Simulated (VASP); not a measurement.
## GaN (strained wurtzite), PBE single-point calculation: Ansatz's output and VASP's

```
Ga N
1.0
     3.05582    0.00000    0.00000
    -1.52791    2.64642    0.00000
     0.00000    0.00000    4.97628
Ga N
2 2
Direct
  0.33333 0.66667 0.99927
  0.66667 0.33333 0.49927
  0.33333 0.66667 0.37573
  0.66667 0.33333 0.87573
```

Ansatz printed

```
SCF 1 converged in 6 iterations: F = -8335.140519 eV  dr2 = 5.17e-10
  greatest PAW one-centre occupation: 0.996 electrons in one spin orbital (limit 2), on the Ga atom at site 1 (counted from 0), in its partial waves of l = 2
NSCF: frozen V_eff on 6 k-points
SCF converged after 6 iterations
Free energy (F): -8335.140519 eV
Harris-Foulkes:  -8335.140519 eV  (|F-HF|=1.09e-9)
Internal energy: -8335.140519 eV  (E = F + TS)
E sigma→0 (E₀):  -8335.140519 eV
Fermi energy:    13.146526 eV
--- Per-component energies (eV) ---
  E_band       = 54.734417
  E_kinetic    = 506.001813
  E_local      = -3702.371737  (includes V_loc(G=0)·N_el)
  E_nonlocal   = 949.761486
  E_hartree    = 1723.677067
  E_xc         = -261.848114
  E_vxc        = -273.905202  (∫ρ·V_xc dr)
  E_paw        = -4239.793751  (= ΣΔE_a)
  E_vpaw       = -872.105938  (= ΣTr[D̂ρ^β])
  E_aug_tail   = -0.000117  (compensation charges beyond the density's cutoff)
  E_ewald      = -3310.567166
  E_smearing   = -0.000000  (= −TS)
  E_closure    = 0.000000  (closes the sum)
  Σ components = -8335.140519   (vs F -8335.140519, Δ=0.00e0)
--- Forces (eV/Å), atoms counted from 1 ---
  atom   1  Ga    -0.00000000    -0.00000000     0.00686444
  atom   2  Ga     0.00000000     0.00000000     0.00686444
  atom   3  N     -0.00000000    -0.00000000    -0.00687089
  atom   4  N      0.00000000     0.00000000    -0.00687089
  max |Σ_I F_I| component: 1.29e-5 eV/Å
--- Stress (GPa, compression-positive) ---
       37.705380      -0.000000       0.000000
       -0.000000      37.705380       0.000000
        0.000000       0.000000      37.987263
  P = ⅓ Tr σ = 37.7993 GPa (377.993 kbar)
--- Band table (eV; the first three rows and the last of 76) ---
  k-point 0: bands = ["-5.3854", "-4.0778", "-1.9101", "-1.8900", "-1.8900", "-1.8007", "-1.8007", "-1.5172", "-1.5172", "-1.3787", "-1.3787", "-0.1181", "3.8114", "10.5619", "10.5619", "11.7062", "11.7658", "11.7658", "14.5107", "16.8629", "21.6792", "22.4033", "22.4033"]
  k-point 1: bands = ["-5.2856", "-4.1358", "-1.8938", "-1.8879", "-1.8879", "-1.8103", "-1.8103", "-1.5043", "-1.5043", "-1.3847", "-1.3847", "-0.5014", "4.4726", "10.6391", "10.6391", "10.9392", "11.6821", "11.6821", "15.1242", "16.9147", "21.4773", "22.4234", "22.4234"]
  k-point 2: bands = ["-5.0124", "-4.3266", "-1.8790", "-1.8790", "-1.8339", "-1.8339", "-1.8180", "-1.4722", "-1.4722", "-1.4034", "-1.4034", "-1.1481", "5.9406", "9.4160", "10.8527", "10.8527", "11.4549", "11.4549", "16.1273", "16.9948", "21.0537", "21.5081", "22.5582"]
  k-point 75: bands = ["-3.8210", "-3.8210", "-1.7304", "-1.7304", "-1.7008", "-1.7008", "-1.4946", "-1.4946", "-1.4619", "-1.4619", "0.3942", "0.3942", "4.9953", "4.9953", "6.8760", "6.8760", "10.0260", "10.0260", "18.9378", "18.9378", "19.3970", "19.3970", "21.8908"]
```

Each program uses its own PAW datasets. VASP's cell holds 36 valence electrons and Ansatz's 36. Ansatz's stress includes a Pulay correction; VASP's doesn't.

**Question.** What does VASP give for the same cell and level of theory?

**Answer.** gap between bands v and c 2.76 eV; least direct gap 2.76 eV; pressure 37.6 GPa.

From OUTCAR

```
k-points           NKPTS =     76   k-points in BZ     NKDIM =     76   number of bands    NBANDS=     26

   NELECT =      36.0000    total number of electrons

   dimension x,y,z NGX =    24 NGY =   24 NGZ =   40
   dimension x,y,z NGXF=    48 NGYF=   48 NGZF=   80

  energy-cutoff  :      520.00
  volume of cell :       40.24
      direct lattice vectors                 reciprocal lattice vectors
     3.055823401 -0.000000000  0.000000000     0.327244042  0.188934435  0.000000000
    -1.527911701  2.646420695  0.000000000     0.000000000  0.377868871  0.000000000
     0.000000000  0.000000000  4.976280220     0.000000000  0.000000000  0.200953314

 k-points in reciprocal lattice and weights: KPOINTS created by Atomic Simulation Env
   0.00000000  0.00000000  0.00000000       0.001
   0.08333333  0.00000000  0.00000000       0.007
   0.16666667  0.00000000  0.00000000       0.007
   0.25000000  0.00000000  0.00000000       0.007
   0.33333333  0.00000000  0.00000000       0.007
   0.41666667  0.00000000  0.00000000       0.007
   0.50000000  0.00000000  0.00000000       0.003
   0.08333333  0.08333333  0.00000000       0.007
   ...

 E-fermi :   7.2347

 k-point     1 :       0.0000    0.0000    0.0000
  band No.  band energies     occupation
      1     -10.3564      2.00000
      2      -9.0197      2.00000
      3      -6.8088      2.00000
      4      -6.7883      2.00000
      5      -6.7883      2.00000
      6      -6.6978      2.00000
      7      -6.6978      2.00000
      8      -6.4111      2.00000
      9      -6.4111      2.00000
     10      -6.2710      2.00000
     11      -6.2710      2.00000
     12      -5.0339      2.00000
     13      -1.1549      2.00000
     14       5.5977      2.00000
     15       5.5977      2.00000
     16       6.7431      2.00000
     17       6.8022      2.00000
     18       6.8022      2.00000
     19       9.5648      0.00000
     20      11.9045      0.00000
     21      16.7261      0.00000
     22      17.4339      0.00000
     23      17.4339      0.00000
     24      18.3759      0.00000
     25      19.4727      0.00000
     26      19.4727      0.00000

 k-point     2 :       0.0833    0.0000    0.0000
  band No.  band energies     occupation
      1     -10.2707      2.00000
      2      -8.9922      2.00000
      3      -6.8022      2.00000
      4      -6.7739      2.00000
      5      -6.7685      2.00000
      6      -6.6883      2.00000
      7      -6.6782      2.00000
      8      -6.4202      2.00000
      9      -6.4126      2.00000
     10      -6.2916      2.00000
     11      -6.2686      2.00000
     12      -4.9774      2.00000
     13      -1.0409      2.00000
     14       5.0465      2.00000
     15       5.4258      2.00000
     16       6.2291      2.00000
     17       6.6634      2.00000
     18       6.7302      2.00000
     19      10.0703      0.00000
     20      12.3533      0.00000
     21      16.4814      0.00000
     22      16.8984      0.00000
     23      17.6503      0.00000
     24      18.5148      0.00000
     25      19.0950      0.00000
     26      19.6535      0.00000

 k-point     3 :       0.1667    0.0000    0.0000
  band No.  band energies     occupation
      1     -10.0314      2.00000
      2      -8.9228      2.00000
      3      -6.7715      2.00000
      4      -6.7387      2.00000
      5      -6.7170      2.00000
      6      -6.6495      2.00000
      7      -6.6240      2.00000
      8      -6.4449      2.00000
      9      -6.4104      2.00000
     10      -6.3346      2.00000
     11      -6.2627      2.00000
     12      -4.8229      2.00000
     13      -0.7079      2.00000
     14       3.7660      2.00000
     15       4.9978      2.00000
     16       5.0998      2.00000
     17       6.4096      2.00000
     18       6.5202      2.00000
     19      10.9849      0.00000
     20      13.2099      0.00000
     21      15.5289      0.00000
     22      16.3529      0.00000
     23      18.1182      0.00000
     24      18.1257      0.00000
     25      19.1233      0.00000
     26      20.0475      0.00000

 ...

  Total        9.4032040      9.4032040      9.4976145      0.0000000      0.0000000     -0.0000000
  in kB      374.3643417    374.3643417    378.1230522      0.0000000      0.0000000     -0.0000000
  external PRESSURE =     375.6172452 kB  Pullay stress =       0.0000000 kB

 POSITION                                       TOTAL-FORCE (eV/Angst)
 -----------------------------------------------------------------------------------
      0.00000      1.76428      4.97264        -0.000000     -0.000000      0.007239
      1.52791      0.88214      2.48450         0.000000      0.000000      0.007239
      0.00000      1.76428      1.86974         0.000000      0.000000     -0.007239
      1.52791      0.88214      4.35788        -0.000000     -0.000000     -0.007239
 -----------------------------------------------------------------------------------
    total drift:                               -0.000000     -0.000000      0.000087

  FREE ENERGIE OF THE ION-ELECTRON SYSTEM (eV)
  ---------------------------------------------------
  free  energy   TOTEN  =       -23.6285721948 eV

  energy  without entropy=      -23.6285721948  energy(sigma->0) =      -23.62857219
```
